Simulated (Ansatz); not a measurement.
## hcp against fcc along group 13

Theory: Ansatz 0.2.0, DFT, r2SCAN, plane waves (500 eV) with PAW, scalar-relativistic. (PAW data from PBE, frozen cores regenerated.)

Each structure is relaxed within its symmetry, in the lowest magnetic state of the tried starts. Differences under about 8 meV lie within the error of the k-point mesh.

```tsv
element	E(hcp) − E(fcc) (meV/atom)	V(hcp) (Å³/atom)	V(fcc) (Å³/atom)	state of hcp	state of fcc
Al	41	16.01	15.92	spin not included	spin not included
Ga	21	18.02	17.92	spin not included	spin not included
In	15	26.43	26.21	spin not included	spin not included
Tl	?	?	?	?	?
```

Q: Fill in the row of Tl.

A: E(hcp) − E(fcc) (meV/atom): -17; V(hcp) (Å³/atom): 30.17; V(fcc) (Å³/atom): 29.90; state of hcp: spin not included; state of fcc: spin not included.
